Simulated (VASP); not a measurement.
Runs of VASP 6.6.1 on SiRu. Symmetry: P2_13, No. 198, cubic system. Conventional cell: a = 4.690 Å, b = 4.690 Å, c = 4.690 Å, α = 90.00°, β = 90.00°, γ = 90.00°. Si (site symmetry 3) is surrounded by 7 Ru at 2.38 to 2.67 Å. Around Ru (site symmetry 3) lie 7 Si at 2.38 to 2.67 Å. The cell comes from a database or a generator and needn't be the stable form of this composition.

```tsv
level	k mesh	cutoff (eV)	smearing	gap on the mesh (eV)	pressure (GPa)	largest force (eV/Å)
PBEsol	8 × 8 × 8	700	gaussian 0.1 eV	0.24	0.0	-
PBEsol	8 × 8 × 8	520	gaussian 0.5 eV	0.25	0.6	(a)
PBEsol	8 × 8 × 8	900	gaussian 0.1 eV	0.24	0.0	-
PBEsol	12 × 12 × 12	520	gaussian 0.1 eV	0.24	0.0	-
r2SCAN	8 × 8 × 8	520	gaussian 0.1 eV	0.30	2.3	(b)
```

Alike in all rows: task single point; potentials or basis VASP PAW PBE potentials, release 64 (Si, Ru_pv); no spin polarisation; cell as given.

Task: Fill in the values left out.

Result: (a) 0.11; (b) 0.07.

Caveats: the PAW data sets were made with another functional, which shifts forces and pressure a little.

A k mesh can miss the band edges, and the runs leave out spin-orbit coupling on Ru.
